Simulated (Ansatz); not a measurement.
The system is Hf.

```
CELL_PARAMETERS angstrom
-1.80500 1.80500 1.80500
1.80500 -1.80500 1.80500
1.80500 1.80500 -1.80500
ATOMIC_POSITIONS crystal
Hf 0.00000 0.00000 0.00000
```

This isn't the form of Hf at room conditions, which is hcp.

| Item | Value |
| --- | --- |
| Program | Ansatz 0.2.0 |
| Task | relaxation of cell and atoms |
| Functional | HSE03 |
| Potentials or basis | Ansatz PAW |
| Cutoff | 420 eV (not typed: the program's choice for these potentials) |
| k mesh | 5 × 5 × 5 |
| Occupations | fermi-dirac, width 0.05 eV |
| Spin | no spin polarisation |

At the start: volume 23.52 Å³/atom.

Where does the relaxation end?

It ends after 6 steps and the volume is 22.27 Å³/atom (-5.3 %); space group Im-3m (No. 229, to 0.05 Å).

Step by step:
```csv
step,energy change (eV),largest force (eV/Å),volume (Å³)
1,0.0000,0.0000,23.52
2,-0.0140,0.0000,21.79
3,-0.0168,0.0000,22.45
4,-0.0173,0.0000,22.28
5,-0.0173,0.0000,22.27
6,-0.0168,0.0000,22.27
```

Final structure:
```
CELL_PARAMETERS angstrom
-1.77226 1.77226 1.77226
1.77226 -1.77226 1.77226
1.77226 1.77226 -1.77226
ATOMIC_POSITIONS crystal
Hf 0.00000 0.00000 0.00000
```

Caveat: the k mesh is coarse (spacing up to 0.49 Å⁻¹), so the values aren't converged, least of all with exact exchange; the plane-wave basis is chosen anew once the cell has moved, so the energies of steps on either side of that aren't comparable; the PAW data sets come from PBE, with cores solved anew for the run's functional, which leaves a small shift of forces and pressure.
